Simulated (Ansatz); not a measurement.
**AgCl (Fm-3m) from LDA to hybrids**

All numbers come from Ansatz. The values are computed, non-magnetic, and not measurements.

The cell is a 4-atom cell of AgCl (Fm-3m) from a materials database; cell and atoms were relaxed with r2SCAN. Space group Fm-3m (No. 225), cubic; conventional cell a = 5.545 Å, 21.31 Å³ an atom. Around Ag lie 6 Cl at 2.77 Å; around Cl lie 6 Ag at 2.77 Å. The runs used a cell of 4 atoms, 2 times the primitive one, so meshes, points and the kind of gap refer to a folded zone.

```cif
data_structure
_symmetry_space_group_name_H-M 'P 1'
_symmetry_Int_Tables_number 1
_cell_length_a 3.9215
_cell_length_b 3.9212
_cell_length_c 5.5443
_cell_angle_alpha 90.000
_cell_angle_beta 89.992
_cell_angle_gamma 90.000
_cell_volume 85.25
loop_
_atom_site_label
_atom_site_type_symbol
_atom_site_fract_x
_atom_site_fract_y
_atom_site_fract_z
_atom_site_occupancy
Ag1 Ag 0.25005 0.25000 0.25000 1
Ag2 Ag 0.74995 0.75000 0.75000 1
Cl1 Cl 0.75004 0.75000 0.25000 1
Cl2 Cl 0.24996 0.25000 0.75000 1
```

Band edges at fixed r2SCAN geometry:
```
       level       k mesh  gap (eV)      kind  edges  least direct gap (eV)        rough cost
         LDA        6×6×6      0.61  indirect  N → Γ                   2.55    5 core-seconds
         PBE        6×6×6      0.91  indirect  N → Γ                   2.78    7 core-seconds
     PBE+SOC        6×6×6      0.87  indirect  N → Γ                   2.59   40 core-seconds
      r2SCAN        6×6×6      1.47  indirect  N → Γ                   3.34   13 core-seconds
       HSE06        4×4×4      2.41  indirect  N → Γ                   4.64  100 core-seconds
    DDH-PBE0        4×4×4      2.62  indirect  N → Γ                   4.86  2.3 core-minutes
        PBE0        4×4×4      3.11  indirect  N → Γ                   5.34   90 core-seconds
     LC-ωPBE  4×4×4 alone      7.59  indirect  N → Γ                  10.10   60 core-seconds
Hartree-Fock        4×4×4     10.38  indirect  N → Γ                  12.40  2.4 core-minutes
```
PBE, PBE+SOC: smearing of 0.02 eV; the others have fixed occupations.
Wave cutoffs: 420 eV, 500 eV (r2SCAN).
A mesh marked alone had no extra points solved.
Costs come from shared machines and give only the order; PBE's includes the band path. The runs had 2 threads of Intel(R) Xeon(R) 6975P-C (Granite Rapids) (shared host).

HSE06 gives an indirect gap of 2.41 eV, from N to Γ; the least direct gap is 4.64 eV at Γ. Spin-orbit coupling changes the PBE gap by -0.04 eV, to 0.87 eV.

r2SCAN covers 38 % of the step from PBE to HSE06, while HSE06 needs about 8 times r2SCAN's cost (on a coarser mesh). For gaps to 0.1 eV, spin-orbit coupling (up to 0.20 eV here) has to be included. Among these functionals the gap stays indirect.

r2SCAN (ground state on 6×6×4): The electronic dielectric tensor ε∞ is 4.52 in all directions. Born charges, averaged over directions: Ag +1.40, Cl -1.40 e. PBE (ground state on 6×6×4): The electronic dielectric tensor ε∞ is 5.10 in all directions. Born charges, averaged over directions: Ag +1.44, Cl -1.44 e.

On the PBEsol cell (a = 5.448 Å), with PBEsol: All optical modes at Γ are real, from 31 to 190 cm⁻¹ without the longitudinal term; this says nothing of other wave vectors. The long-range field leaves the highest mode where it is. By the program's warning the force constants, and with them frequencies and ε⁰, aren't converged on this mesh. The electronic dielectric tensor ε∞ is 5.52 along x and y, 5.53 along z. With the ions relaxed, ε⁰ is 12.4 along all three axes, to this precision. Born charges, averaged over directions: Ag +1.42, Cl -1.42 e.

Only the levels marked +SOC include spin-orbit coupling.

The meshes of the hybrids are coarse, so their gaps aren't converged to the digits shown.
